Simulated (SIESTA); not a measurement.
# PbO2: equation of state with LDA

Crystal: PbO2.

```
Pb O
1.0
     0.00000    2.70199    2.70199
     2.70199    0.00000    2.70199
     2.70199    2.70199    0.00000
Pb O
1 2
Direct
  0.00000 0.00000 0.00000
  0.75000 0.75000 0.75000
  0.25000 0.25000 0.25000
```

The cell comes from a database or a generator and needn't be the stable form of this composition.

```
Program             : SIESTA 5.4.2
Task                : equation of state
Functional          : LDA
Potentials or basis : PseudoDojo 0.4 standard (LDA files)
Basis               : DZP (energy shift 0.003 Ry; two zetas on semicore shells)
Grid cutoff         : 800 Ry
Energy shift        : 0.003 Ry
k mesh              : 9 × 9 × 9
Occupations         : fermi-dirac, width 0.05 eV
Spin                : no spin polarisation
```

| Item | Value |
| --- | --- |
| Equilibrium volume | 12.62 Å³/atom |
| Bulk modulus | 166 GPa |
| Pressure derivative of the bulk modulus | 5.2 |

Energy against volume, from the lowest point:
```
volume (Å³/atom)  energy (meV/atom)
          12.362               2.78
          12.625               0.00
          12.888               2.85
          13.151              10.67
          13.414              22.93
          13.677              38.92
          13.940              58.33
```

All runs of the series together: 4.8 min on 1 thread of Intel(R) Xeon(R) 6975P-C (Granite Rapids) (shared host).

Caveat: the basis of atomic orbitals isn't converged, which shifts pressures, moduli and gaps. Spin-orbit coupling is left out, which matters for the levels of Pb.
